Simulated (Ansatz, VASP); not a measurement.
Two plane-wave programs on Bi

Contents of INCAR:

```
PREC     = Accurate       # precision mode
ENCUT    = 520            # plane-wave cutoff, eV
EDIFF    = 1E-6           # SCF threshold, eV
ISMEAR   = 0              # smearing method
SIGMA    = 0.05           # smearing width, eV
LREAL    = F              # projectors in reciprocal space
LASPH    = T              # aspherical terms in the spheres
NELM     = 100            # most SCF steps
ALGO     = Fast           # electronic algorithm
ISIF     = 2              # what is computed and relaxed
LWAVE    = F              # write WAVECAR
LCHARG   = F              # write CHGCAR
GGA      = CA             # functional
NBANDS   = 14             # bands
```

File KPOINTS:

```
Automatic mesh
0
Gamma
  12 12 12
```

File POSCAR:

```
Bi
1.0
   -4.4944840678      4.4944840678      1.2836695587
    4.4944840678     -4.4944840678      1.2836695587
    4.4944840678      4.4944840678     -1.2836695587
Bi
1
Direct
    0.0000000000      0.0000000000      0.0000000000
```

Input for Ansatz:

```yaml
crystal:
  lattice:
    - [-4.4944840678, 4.4944840678, 1.2836695587]
    - [4.4944840678, -4.4944840678, 1.2836695587]
    - [4.4944840678, 4.4944840678, -1.2836695587]
  atoms:
    - { symbol: Bi, position: [0.0, 0.0, 0.0] }
basis:
  ecutwfc: 420
kpoints:
  mp_grid: { grid: [12, 12, 12] }
hamiltonian:
  xc: lda
scf:
  occupations: { method: gaussian, width: 0.05 }
output:
  forces: true
  stress: true
  eigenvalues: true
```

Alike in both runs: task single point; functional LDA; k mesh 12 × 12 × 12; occupations gaussian, width 0.05 eV; no spin polarisation.

|  | VASP | Ansatz |
| --- | --- | --- |
| version | VASP 6.6.1 | Ansatz 0.2.0 |
| potentials or method | VASP PAW LDA potentials, release 64 (Bi_d) | scalar-relativistic, plane waves, PAW |
| plane-wave cutoff (eV) | 520 | 420 |
| valence electrons in the cell | 15 | 15 |

|  | VASP | Ansatz | Ansatz less VASP |
| --- | --- | --- | --- |
| gap on the k mesh at the Fermi level (eV) | none | none | - |
| pressure (GPa) | 4.3 | 4.2 | -0.02 |
| largest component of the traceless stress (GPa) | 8.76 | 8.67 | -0.097 |

A gap of «none» marks a metal or a gap that the smearing closes.

Caveats: spin-orbit coupling is left out, which moves the levels of the heavy elements.
